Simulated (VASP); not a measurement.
Crystal: MgO.

```
Mg O
1.0
     0.00000    2.09700    2.09700
     2.09700    0.00000    2.09700
     2.09700    2.09700    0.00000
Mg O
1 1
Direct
  0.00000 0.00000 0.00000
  0.50000 0.50000 0.50000
```

The cell is a database's computed one.

Base run:

```yaml
Program: VASP 6.6.1
Functional: PBE
Potentials_or_basis: VASP PAW PBE potentials, release 64 (Mg, O)
Cutoff: 520 eV
k_mesh: 12 × 12 × 12
Occupations: gaussian, width 0.02 eV
Spin: no spin polarisation
```

Its results: band gap on the k mesh 4.85 eV, direct.

**Question.** The run is repeated on the same cell with these changes: functional from PBE to PBEsol. What comes out?

**Answer.** Band gap on the k mesh 4.76 eV, direct.
